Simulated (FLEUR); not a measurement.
**CdSe (Cadmoselite): band structure with PBEsol**

**Measured values to compare with.**

From a printed reference work, data compilation, for a bulk crystal of CdSe at 2 K: band gap 1.841 eV.

Crystal: CdSe (Cadmoselite).

```
Cd Se
1.0
     4.30000    0.00000    0.00000
    -2.15000    3.72391    0.00000
     0.00000    0.00000    7.02000
Cd Se
2 2
Direct
  0.66667 0.33333 0.50000
  0.33333 0.66667 0.00000
  0.66667 0.33333 0.88500
  0.33333 0.66667 0.38500
```

```json
{
 "Program": "FLEUR MaX-R8.1 (later development tree)",
 "Task": "band structure",
 "Functional": "PBEsol",
 "Potentials or basis": "all-electron",
 "Basis": "FLAPW",
 "Kmax": "4.67 1/bohr",
 "k mesh": "7 × 7 × 4",
 "Occupations": "fermi-dirac, width 0.05 eV",
 "Spin": "no spin polarisation",
 "Gmax": "14.5 1/bohr",
 "Muffin-tin radii": "Cd 2.47, Se 2.1 bohr",
 "lmax": "Cd 10, Se 8",
 "Local orbitals a species": "Cd 5, Se 4",
 "Max iterations": "60",
 "Mixing factor": "0.05",
 "Mixer": "Anderson",
 "Mixer history": "15",
 "Density convergence": "1e-05 me/bohr^3"
}
```

```json
{"Band gap on the k mesh": "0.58 eV, direct", "Band gap along the path": "0.58 eV, direct", "Valence electrons inside the program's atomic spheres": "Cd 18.38; Se 13.59 (radii Cd 2.47, Se 2.1 bohr)"}
```

Levels at the corners of the path, in eV from the valence-band top:
```tsv
point	band 32	band 33	band 34	band 35	band 36	band 37	band 38	band 39	band 40	band 41
Γ	-0.73	-0.73	-0.01	0.00	0.00	0.58	2.02	5.81	5.81	6.07
M	-3.76	-2.60	-1.88	-1.26	-0.84	3.14	3.21	4.70	6.07	6.58
K	-3.89	-3.11	-1.82	-1.82	-1.81	4.26	4.75	4.75	6.95	6.96
Γ	-0.73	-0.73	-0.01	0.00	0.00	0.58	2.02	5.81	5.81	6.07
A	-2.61	-0.38	-0.38	-0.38	-0.38	2.24	2.24	5.72	5.72	6.19
L	-4.28	-1.40	-1.40	-1.31	-1.31	2.88	2.88	4.70	4.70	7.63
H	-4.18	-2.52	-2.52	-1.07	-1.07	3.71	3.71	5.79	5.79	6.14
A	-2.61	-0.38	-0.38	-0.38	-0.38	2.24	2.24	5.72	5.72	6.19
L	-4.28	-1.40	-1.40	-1.31	-1.31	2.88	2.88	4.70	4.70	7.63
M	-3.76	-2.60	-1.88	-1.26	-0.84	3.14	3.21	4.70	6.07	6.58
K	-3.89	-3.11	-1.82	-1.82	-1.81	4.26	4.75	4.75	6.95	6.96
H	-4.18	-2.52	-2.52	-1.07	-1.07	3.71	3.71	5.79	5.79	6.14
```

Core levels (eV from the Fermi level):
| atom | levels |
| --- | --- |
| 1 Cd | 1s1/2 -26491.5, 2s1/2 -3928.9, 2p1/2 -3657.8, 2p3/2 -3465.5, 3s1/2 -728.9, 3p1/2 -620.2, 3p3/2 -585.9, 3d3/2 -393.5, 3d5/2 -386.5 |
| 2 Cd | 1s1/2 -26491.5, 2s1/2 -3928.9, 2p1/2 -3657.8, 2p3/2 -3465.5, 3s1/2 -728.9, 3p1/2 -620.2, 3p3/2 -585.9, 3d3/2 -393.5, 3d5/2 -386.5 |
| 3 Se | 1s1/2 -12485.0, 2s1/2 -1599.1, 2p1/2 -1434.3, 2p3/2 -1392.5, 3s1/2 -206.9, 3p1/2 -150.5, 3p3/2 -144.7 |
| 4 Se | 1s1/2 -12485.0, 2s1/2 -1599.1, 2p1/2 -1434.3, 2p3/2 -1392.5, 3s1/2 -206.9, 3p1/2 -150.5, 3p3/2 -144.7 |

Wall time 22 min on 1 thread of Arm Neoverse V1 (shared host), peak memory 0.18 GiB.

Measured gap of CdSe: 1.841 eV (2 K; a printed reference work, data compilation). This calculation gives 0.58 eV (-1.26 eV). So large a miss can be the level of theory's own, or it may mean another phase, state or a wrong row. Spin-orbit coupling on Cd, Se is left out. The value is that of PBEsol, without temperature or zero-point motion. Semilocal functionals fall short of measured gaps as a rule.
